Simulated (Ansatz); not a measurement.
Te: energy change per atom and pressure against volume scale

Results calculated with Ansatz 0.2.0, not measured. Plane-wave DFT, scalar-relativistic PAW made under PBE with cores redone for the functional, no dispersion; the given relaxed cell is scaled uniformly, energy at zero smearing counts from the unscaled cell, pressure at the given Fermi-Dirac smearing is positive in compression.

The cell before it is scaled or strained (space group P6_3/mmc, No. 194):
```
Te
1.0
      4.3191     0.0000     0.0000
     -2.1596     3.7405     0.0000
      0.0000     0.0000     8.3029
Te
4
Direct
  1.00000 1.00000 0.00000
  1.00000 1.00000 0.50000
  0.33333 0.66667 0.25000
  0.66667 0.33333 0.75000
```

Settings of every row: spin polarised no; functional RPBE; wave cutoff 420 eV; smearing width 0.1 eV; k mesh 10x10x5.

Atom starting moment: 0 on all atoms.

Limits: no spin-orbit coupling, which can matter with elements this heavy; the cell comes from a prototype or a list of computed structures and needn't be the stable phase.

```
row  volume scale  V (Å³/atom)  energy change per atom (meV)  pressure (GPa)
  1          0.88        29.51                         82.47            7.46
  2          0.92       30.852                         33.64             4.4
  3          0.96       32.193                           7.7            1.97
  4          1.04       34.876                             ?               ?
  5          1.08       36.217                         25.26           -2.74
  6          1.12       37.559                         52.79            -3.7
```

Question: what energy change per atom and pressure should row 4 give?

Worked fit of energy change per atom. Take u = (V_r/V)^(2/3) − 1 with V_r = 32.193 Å³ an atom, which is twice the finite (Eulerian) strain; such expansions in the strain, on which the Birch-Murnaghan equation of state is built, carry the rest volume and the bulk modulus. The shown rows have u = 0.05973, 0.02877, 0, -0.07552, -0.09767. Least squares give energy change per atom = 7.776 + 597.23 × u + 10874.8 × u² meV; a straight line predicts inner rows, each left out in turn, worse (root mean square 29 against 0.64 meV). The rows lie off it by 0.22, -0.32, -0.08, 0.56, -0.39 (root mean square 0.35 meV). The withheld row has u = -0.05197, so the fit gives 7.776 + 597.23 × (-0.05197) + 10874.8 × (-0.05197)² = 6.11 meV.

The calculation gave 6.85 meV. The fit lies 0.74 meV (11 % of the value, 0.98 % of the column's range) below it; its largest miss of a shown row is 0.56 meV.

Worked fit of pressure. Take u = (V_r/V)^(2/3) − 1 with V_r = 32.193 Å³ an atom, which is twice the finite (Eulerian) strain; such expansions in the strain, on which the Birch-Murnaghan equation of state is built, carry the rest volume and the bulk modulus. The shown rows have u = 0.05973, 0.02877, 0, -0.07552, -0.09767. Least squares give pressure = 1.97 + 78.9 × u + 215.1 × u² GPa; a straight line predicts inner rows, each left out in turn, worse (root mean square 0.57 against 0.027 GPa). The rows lie off it by 0.01, -0.02, 0.00, 0.02, -0.02. The pressure vanishes at u = -0.0269, or V = 33.54 Å³ an atom, and there the bulk modulus at fixed shape and fractions is B = −V dP/dV = (2/3)(1 + u) dP/du = 43.7 GPa. Letting shape and atoms relax would as a rule lower it, by much in layered, chain or molecular crystals. The withheld row has u = -0.05197, so the fit gives 1.97 + 78.9 × (-0.05197) + 215.1 × (-0.05197)² = -1.55 GPa.

The calculation gave -1.52 GPa. The fit lies 0.03 GPa (2 % of the value, 0.27 % of the column's range) below it; its largest miss of a shown row is 0.02 GPa.
